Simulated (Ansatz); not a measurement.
# The blue phosphorene bilayer (AB) between two gates, part 3 of 3

How do the bands of the blue phosphorene bilayer (AB) follow a displacement field between two gates?

Ansatz 0.2.0; plane-wave DFT, PBE-D3(BJ), Ansatz PAW.

So far, gap on the k-mesh (eV): step 3 (gated layer, displacement field 0) 1.15; step 4 (displacement field 0.543 V/nm) 1.15; step 5 (displacement field 1.09 V/nm) 1.15; step 6 (displacement field 2.17 V/nm) 1.13.

## 7. Gated layer, displacement field 4.34 V/nm

input.yaml

```yaml
crystal:
  lattice:
    - [3.257261394, 0.0, 0.0]
    - [-1.628630697, 2.820871114, 0.0]
    - [0.0, 0.0, 41.5234980374]
  atoms:
    - { symbol: P, position: [0.6666666667, 0.3333333333, 0.4298770779] }
    - { symbol: P, position: [0.3333333333, 0.6666666667, 0.4598086792] }
    - { symbol: P, position: [0.0, 0.0, 0.5401913208] }
    - { symbol: P, position: [0.6666666667, 0.3333333333, 0.5701229221] }
  periodic: [true, true, false]
  symmetry: { detect: true }
kpoints:
  mp_grid: { grid: [54, 54, 1] }
  band_path:
    path: [[0, 0, 0], [0.5, 0, 0], [0.33333333, 0.33333333, 0], [0, 0, 0]]
    npoints: 16
hamiltonian:
  xc: pbe
  dispersion: d3bj
scf:
  occupations: { method: fermi_dirac, width: 0.02585 }
  convergence: { dr2_threshold: 1.0e-10 }
output:
  forces: true
  eigenvalues: true
  dos: { projected: true, e_range: [-3, 3], de: 0.01 }
  write_potential: true
  write_density: true
  volumetric_format: npy
  elf: true
external_charges:
  - { charge: 0, barrier: 10, axis: 3, height: 27.173, sigma: 0.25 }
  - { charge: -0.022052, axis: 3, height: 28.673, sigma: 0.5 }
  - { charge: 0, barrier: 10, axis: 3, height: 14.35, sigma: 0.25 }
  - { charge: 0.022052, axis: 3, height: 12.85, sigma: 0.5 }
```

Run with:

```sh
ansatz run input.yaml --threads 4 --pin off --max-ram 6144MiB --backend cpu --events-out ev --progress --plain --runs-dir out
```

Numbers of over 12 decimals in the logs are rounded to 6 here.

The log of the run:

```text
[...]
Crystal: 4 atoms, lattice volume = 381.531 Å³
Basis set: ecut = 420 eV, 7603 PW (Γ), exchange–correlation on 48×48×576 points (8 copies of the dense FFT grid, shifted against one another)
Bands: 14, of which v1, the nominal top of the filled ones, is band 10 counted from 1 (9 counted from 0)
Symmetry: 6 space group operations
k-points: 271 of 2916 (time reversal used)
[...]
--- Band table (eV; the first three rows and the last of 271) ---
  k-point 0: bands = [... 6 lower, -6.3753, -6.0481, -6.0481, -5.7155, -2.3495, -2.3495, -2.3433, -2.0076]
  k-point 1: bands = [... 6 lower, -6.3893, -6.1028, -6.0620, -5.7118, -2.3654, -2.3318, -2.2906, -2.0234]
  k-point 2: bands = [... 6 lower, -6.4303, -6.2576, -6.1029, -5.7023, -2.4139, -2.2797, -2.1408, -2.0701]
  k-point 270: bands = [... 6 lower, -8.1148, -8.1105, -7.8219, -7.6862, -4.1824, -3.8575, -1.3251, -0.7999]
[key lines of the parts left out:]
SCF converged after 13 iterations
Free energy (F): -3023.600518 eV
Fermi energy:    -4.989827 eV
```

Elapsed: 56 s, on 4 threads of Arm Neoverse V2, shared host; peak memory 1.6 GiB; 3.7 min of CPU time.

The gap, the smaller of path and mesh, is 1.079 eV.

## 8. The series together

This step: plane-wave DFT, PBE-D3(BJ), Ansatz PAW; response to a displacement field between two gates (Ansatz 0.2.0).

The potential behind each gate is read from every run and counted from the uncharged case.

This step gave:

```
electrostatic distance between the gates : 8.321 Å
geometric distance between the gates     : 15.82 Å
```

Electron's potential behind the upper gate less behind the lower, less the value without field. Step of the electron's potential energy between the gates against displacement field D/eps0:

```csv
displacement field D/eps0 (V/nm),step of the electron's potential energy between the gates (eV)
0.00,0
0.54,0.452
1.09,0.904
2.17,1.81
4.34,3.61
```

The smaller of the gaps on the path and on the k-mesh, counted as 0 under 0.03 eV. The gap by displacement field D/eps0:

| displacement field D/eps0 (V/nm) | gap (eV) |
| --- | --- |
| 0.00 | 1.15 |
| 0.54 | 1.15 |
| 1.09 | 1.15 |
| 2.17 | 1.13 |
| 4.34 | 1.08 |

By hand: 4.34 V/nm over the 15.82 Å between the sheets would give 6.87 V in vacuum; the run has 3.61 V, as over 8.32 Å.

## 9. A changed input

This step: plane-wave DFT, PBE-D3(BJ), Ansatz PAW (Ansatz 0.2.0).

A run with a changed input: it repeats the earlier run at 0.543 V/nm with basis.ecutwfc to 300 eV and kpoints.mp_grid.grid from [54, 54, 1] to [36, 36, 1].

input.yaml, the sections that differ from step 7:

```yaml
kpoints:
  mp_grid: { grid: [36, 36, 1] }
  band_path:
    path: [[0, 0, 0], [0.5, 0, 0], [0.33333333, 0.33333333, 0], [0, 0, 0]]
    npoints: 16
output:
  forces: true
  eigenvalues: true
  write_potential: true
  write_density: true
  volumetric_format: npy
external_charges:
  - { charge: 0, barrier: 10, axis: 3, height: 27.173, sigma: 0.25 }
  - { charge: -0.002756, axis: 3, height: 28.673, sigma: 0.5 }
  - { charge: 0, barrier: 10, axis: 3, height: 14.35, sigma: 0.25 }
  - { charge: 0.002756, axis: 3, height: 12.85, sigma: 0.5 }
basis:
  ecutwfc: "300 eV"
# crystal, hamiltonian, scf: as in step 7
```

The log of the run:

```text
Warning: basis.ecutwfc = 300 eV is below the records' recommended 420 eV, and the density's cutoff is lower with it unless basis.ecutrho_ratio is high enough to keep the records' density cutoff: compare with a run at a higher cutoff
[...]
Crystal: 4 atoms, lattice volume = 381.531 Å³
Basis set: ecut = 300 eV, 4467 PW (Γ), exchange–correlation on 40×40×480 points (8 copies of the dense FFT grid, shifted against one another)
Bands: 14, of which v1, the nominal top of the filled ones, is band 10 counted from 1 (9 counted from 0)
Symmetry: 6 space group operations
k-points: 127 of 1296 (time reversal used)
[...]
SCF iter   1: F=—  HF=-3023.660469 eV  |F-HF|=—  |Δ(HF+E_count)|=         —  Δρ=1.75e-2  dr2=8.61e-1  ethr=3.10e-3  ⟨swp⟩=15.0  Hψ=21954  notcnv=0
[...]
SCF iter  13: F=-3023.468069 eV  HF=-3023.468069 eV  |F-HF|=9.55e-12  |Δ(HF+E_count)|=  9.09e-11  Δρ=4.29e-8  dr2=4.62e-11  ethr=1.00e-12  ⟨swp⟩=13.7  Hψ=17173  notcnv=0
SCF 1 converged in 13 iterations: F = -3023.468069 eV  dr2 = 4.62e-11
[...]
SCF converged after 13 iterations
Free energy (F): -3023.468069 eV
[...]
Internal energy: -3023.468069 eV  (E = F + TS)
E sigma→0 (E₀):  -3023.468069 eV
Fermi energy:    -4.971167 eV
[...]
--- Forces (eV/Å), atoms and charges each counted from 1 ---
  atom   1  P      0.00000000     0.00000000     0.00670828
  atom   2  P      0.00000000    -0.00000000     0.00087103
  atom   3  P      0.00000000     0.00000000    -0.00173232
  atom   4  P      0.00000000    -0.00000000    -0.00528938
  external charge   1     0.00000000     0.00000000     0.00847703
  external charge   2     0.00000000     0.00000000    -0.00007576
  external charge   3     0.00000000     0.00000000    -0.00903264
  external charge   4     0.00000000     0.00000000     0.00007381
  max |Σ_I F_I| component, the external charges' with the atoms': 4.87e-8 eV/Å
--- Band table (eV; the first three rows and the last of 127) ---
  k-point 0: bands = [... 6 lower, -6.2324, -6.1908, -6.1908, -5.7326, -2.2290, -2.2290, -2.1978, -2.1255]
  k-point 1: bands = [... 6 lower, -6.3113, -6.2642, -6.2217, -5.7249, -2.2631, -2.1897, -2.1608, -2.0856]
  k-point 2: bands = [... 6 lower, -6.6324, -6.3544, -6.3097, -5.7064, -2.3686, -2.2658, -2.0775, -1.9716]
  k-point 126: bands = [... 6 lower, -7.9930, -7.9783, -7.9418, -7.7960, -4.0364, -3.9953, -1.2993, -0.6360]
```

Run time: 15 s. Hardware: 4 threads; peak memory 0.7 GiB; 59 s of CPU time.

```
                                                                                quantity  this run  earlier run  difference
                                                                 gap along the path (eV)     1.163        1.156      0.0071
                                                 smallest direct gap along the path (eV)     1.710        1.705      0.0049
                                                                  gap on the k-mesh (eV)     1.162        1.152      0.0093
potential beyond the upper barrier and gate, less the barrier, from the Fermi level (eV)     5.197        5.192      0.0049
```

Nothing in the table moves by 0.01 in its unit.

The change did no harm here.

## 10. A changed input: scf.algorithm = "density_mixing"

Another changed input: it repeats the earlier run at 0.543 V/nm with scf.algorithm to density_mixing.

Edit input.yaml of step 9 so:

```diff
@@ -13,3 +13,3 @@
 kpoints:
-  mp_grid: { grid: [36, 36, 1] }
+  mp_grid: { grid: [54, 54, 1] }
   band_path:
@@ -23,2 +23,3 @@
   convergence: { dr2_threshold: 1.0e-10 }
+  algorithm: density_mixing
 output:
@@ -34,3 +35 @@
   - { charge: 0.002756, axis: 3, height: 12.85, sigma: 0.5 }
-basis:
-  ecutwfc: "300 eV"
```

The log of the run:

```text
[...]
Crystal: 4 atoms, lattice volume = 381.531 Å³
Basis set: ecut = 420 eV, 7603 PW (Γ), exchange–correlation on 48×48×576 points (8 copies of the dense FFT grid, shifted against one another)
Bands: 14, of which v1, the nominal top of the filled ones, is band 10 counted from 1 (9 counted from 0)
Symmetry: 6 space group operations
k-points: 271 of 2916 (time reversal used)
[...]
SCF iter   1: F=—  HF=-3023.833301 eV  |F-HF|=—  |Δ(HF+E_count)|=         —  Δρ=1.74e-2  dr2=8.66e-1  ethr=3.10e-3  ⟨swp⟩=15.5  Hψ=48392  notcnv=0
[...]
SCF iter  13: F=-3023.637099 eV  HF=-3023.637099 eV  |F-HF|=1.06e-10  |Δ(HF+E_count)|=  3.77e-11  Δρ=5.80e-8  dr2=8.89e-11  ethr=1.00e-12  ⟨swp⟩=11.5  Hψ=38146  notcnv=0
SCF 1 converged in 13 iterations: F = -3023.637099 eV  dr2 = 8.89e-11
[...]
SCF converged after 13 iterations
Free energy (F): -3023.637099 eV
[...]
Internal energy: -3023.637099 eV  (E = F + TS)
E sigma→0 (E₀):  -3023.637099 eV
Fermi energy:    -4.965728 eV
[...]
--- Forces (eV/Å), atoms and charges each counted from 1 ---
  atom   1  P      0.00000000     0.00000000     0.00443950
  atom   2  P      0.00000000    -0.00000000     0.00499950
  atom   3  P      0.00000000     0.00000000    -0.00587405
  atom   4  P      0.00000000    -0.00000000    -0.00300827
  external charge   1     0.00000000     0.00000000     0.00845413
  external charge   2     0.00000000     0.00000000    -0.00007491
  external charge   3     0.00000000     0.00000000    -0.00901067
  external charge   4     0.00000000     0.00000000     0.00007466
  max |Σ_I F_I| component, the external charges' with the atoms': 1.12e-7 eV/Å
--- Band table (eV; the first three rows and the last of 271) ---
  k-point 0: bands = [... 6 lower, -6.2217, -6.1803, -6.1803, -5.7249, -2.2199, -2.2199, -2.2070, -2.1181]
  k-point 1: bands = [... 6 lower, -6.2359, -6.2350, -6.1941, -5.7211, -2.2352, -2.2022, -2.1552, -2.1320]
  k-point 2: bands = [... 6 lower, -6.3897, -6.2773, -6.2345, -5.7115, -2.2838, -2.1813, -2.1504, -2.0456]
  k-point 270: bands = [... 6 lower, -7.9889, -7.9733, -7.9370, -7.7910, -4.0292, -3.9882, -1.2957, -0.6327]
```

Wall time 52 s (4 threads); peak memory 1.6 GiB.

Numbers from this step:

```yaml
gap_on_the_k_mesh: 1.152 eV
gap_along_the_path: 1.156 eV
smallest_direct_gap_along_the_path: 1.705 eV
gap_the_smaller_of_path_and_mesh: 1.152 eV
potential_beyond_the_upper_barrier_and_gate_less_the_barrier_from_the_fermi_level: 5.192 eV
```

Electronic bands along the path, in eV, zero at the Fermi level of the run, which the smearing sets inside the gap:

| point | band 7 | band 8 | band 9 | band 10 | band 11 | band 12 | band 13 | band 14 |
| --- | --- | --- | --- | --- | --- | --- | --- | --- |
| Γ | -1.26 | -1.21 | -1.21 | -0.76 | 2.75 | 2.75 | 2.76 | 2.85 |
| halfway | -2.63 | -2.58 | -1.73 | -0.72 | 1.09 | 1.24 | 3.64 | 4.09 |
| M | -3.47 | -3.40 | -2.89 | -2.24 | 0.75 | 0.95 | 1.74 | 2.92 |
| halfway | -3.79 | -3.74 | -2.74 | -2.24 | 1.38 | 2.18 | 2.98 | 3.14 |
| K | -3.02 | -3.01 | -2.97 | -2.83 | 0.94 | 0.98 | 3.67 | 4.33 |
| halfway | -3.95 | -3.89 | -1.62 | -0.74 | 2.16 | 2.67 | 3.06 | 3.19 |
| Γ | -1.26 | -1.21 | -1.21 | -0.76 | 2.75 | 2.75 | 2.76 | 2.85 |

| quantity | this run | earlier run | difference |
| --- | --- | --- | --- |
| gap along the path (eV) | 1.156 | 1.156 | 0 |
| smallest direct gap along the path (eV) | 1.705 | 1.705 | 0 |
| gap on the k-mesh (eV) | 1.152 | 1.152 | 0 |
| potential beyond the upper barrier and gate, less the barrier, from the Fermi level (eV) | 5.192 | 5.192 | 0 |

Nothing in the table moves by 0.01 in its unit.

## 11. Outcome

```
gap with uncharged gates                 : 1.15 eV
electrostatic distance between the gates : 8.32 Å
geometric distance between the gates     : 15.8 Å
gap at 4.34 V/nm                         : 1.08 eV
```

What this shows: The gap goes from 1.15 to 1.08 eV at 4.3 V/nm. The layers screen the field: the voltage is that of a vacuum gap 7.5 Å narrower than the real distance. The gates are charged sheets behind model barriers, not atoms. Gaps are the smaller of those on the path and on the mesh; band edges between these points would make them smaller still.

[Logs are printed without paths, hosts, clocks, repeated set-up lines and the standing remarks that a program may print on its own settings, such as how far it seeks lower states.]

[Hosts, paths, dates, database ids (printed as entryN), source tags and the programs' standing remarks are cut or masked in the printed files.]

[Maps of the electrostatic potential energy from Ansatz leave out the sawtooth potential of an applied field or a dipole correction, so their vacuum need not be flat; planar profiles and work functions include it.]
